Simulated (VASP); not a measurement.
Wanted: the native input for a VASP 6.6.1 run.

* Task: relaxation of cell and atoms
* Functional: r2SCAN
* Dispersion: D4
* Potentials or basis: VASP PAW PBE potentials, release 64 (B)
* Cutoff: 600 eV
* k mesh: 16 × 9 × 7
* Occupations: gaussian, width 0.05 eV
* Spin: no spin polarisation
* Further INCAR settings: ALGO = Normal; EDIFF = 1e-06; IBRION = 2; EDIFFG = -0.01; NSW = 40; ISIF = 3

The structure of B lies in POSCAR:

```
B
1.0
    1.6245600000      0.0000000000      0.0000000000
    0.0000000000      2.8661500000      0.0000000000
    0.0000000000      0.0000000000      3.9144000000
B
2
Direct
    0.0000000000      0.5000000000      0.6092600000
    0.5000000000      0.0000000000      0.3907400000
```

The cell was built by a generator and needn't be a form met in nature.

One way to write it, as run:

INCAR

```
SYSTEM = B
ALGO = Normal ; EDIFF = 1E-6
EDIFFG = -0.01 ; ENCUT = 600
IBRION = 2 ; ISIF = 3
ISMEAR = 0 ; IVDW = 13
LASPH = .TRUE. ; LCHARG = .FALSE.
LMIXTAU = .TRUE. ; LREAL = .FALSE.
LWAVE = .FALSE. ; METAGGA = R2SCAN
NELM = 100 ; NSW = 40
PREC = Accurate ; SIGMA = 0.05
VDW_A1 = 0.51559235 ; VDW_A2 = 5.77342911
VDW_S6 = 1.0 ; VDW_S8 = 0.6018749
```

KPOINTS

```
k-points
0
G
  16 9 7
  0 0 0
```

Potentials or basis: VASP PAW PBE potentials, release 64 (B).

The run is started by

```bash
$ cat potpaw_PBE.64/B/POTCAR > POTCAR
$ mpirun -np 1 vasp_std > vasp.out
```

It gave:

| Property | Result |
| --- | --- |
| Relaxed volume | 8.66 Å³/atom |
| Relaxed cell | a = 1.616 Å, b = 2.868 Å, c = 3.736 Å, α = 90.00°, β = 90.00°, γ = 90.00° |
| Space group after relaxing (to 0.05 Å) | Pmmn (No. 59) |
| Energy gained by relaxing | 3.8 meV/atom |
| Ionic steps | 14 |
| Pressure after relaxing | 0.1 GPa |
| Largest force after relaxing | 0.006 eV/Å |
| Band gap on the k mesh | none (metal or under the smearing width) |
| Dispersion energy per atom | -0.077 eV |

Caveat: the PAW data sets were made with another functional, which shifts forces and pressure a little.

It took 4.1 min on 1 thread of Intel(R) Xeon(R) 6975P-C (Granite Rapids) (shared host), peak memory 0.14 GiB.
